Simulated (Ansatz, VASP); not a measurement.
**Two plane-wave programs on CdSe**

INCAR

```
SYSTEM = CdSe
ALGO = Normal
EDIFF = 1E-6
ENCUT = 520
GGA = PE
ISIF = 2
ISMEAR = 0
LASPH = .TRUE.
LCHARG = .FALSE.
LREAL = .FALSE.
LWAVE = .FALSE.
NBANDS = 16
NELM = 60
PREC = Accurate
SIGMA = 0.024
```

Contents of KPOINTS:

```
k-points
0
G
  8 8 8
  0 0 0
```

The input POSCAR:

```
CdSe
1.0
    0.0000000000      3.0702711986      3.0702711986
    3.0702711986      0.0000000000      3.0702711986
    3.0702711986      3.0702711986      0.0000000000
Cd Se
1 1
Direct
    0.0000000000      0.0000000000      0.0000000000
    0.2500000000      0.2500000000      0.2500000000
```

Contents of input.yaml:

```yaml
crystal:
  lattice:
    - [0.0, 3.0702711986, 3.0702711986]
    - [3.0702711986, 0.0, 3.0702711986]
    - [3.0702711986, 3.0702711986, 0.0]
  atoms:
    - { symbol: Cd, position: [0.0, 0.0, 0.0] }
    - { symbol: Se, position: [0.25, 0.25, 0.25] }
hamiltonian:
  xc: pbe
  pseudopotentials: { kind: paw }
kpoints:
  mp_grid: { grid: [8, 8, 8] }
scf:
  occupations: { method: gaussian, width: 0.024 }
output:
  forces: true
  stress: true
  eigenvalues: true
```

Measurements of this composition are mostly on another form, of space group No. 186.

Alike in both runs: task single point; functional PBE; k mesh 8 × 8 × 8; occupations gaussian, width 0.024 eV; no spin polarisation.

|  | VASP | Ansatz |
| --- | --- | --- |
| version | VASP 6.6.1 | Ansatz 0.2.0 |
| potentials or method | VASP PAW PBE potentials, release 64 (Cd, Se) | Ansatz PAW |
| plane-wave cutoff (eV) | 520 | 420 |
| valence electrons in the cell | 18 | 36 |

Ansatz gave:

| Quantity | Value |
| --- | --- |
| gap on the k mesh at the Fermi level (eV) | 0.55 |
| least direct gap on the mesh (eV) | 0.55 |
| pressure (GPa) | 1.3 |

**Question.** Which values does VASP return?

**Answer.** gap on the k mesh at the Fermi level (eV): 0.55; least direct gap on the mesh (eV): 0.55; pressure (GPa): 1.6.

With one functional, cell and mesh, what is left measures potentials, basis and numerics. The two sets of potentials don't hold the same shells in valence.

A hybrid or GW would open this gap; PBE tends to underestimate it.
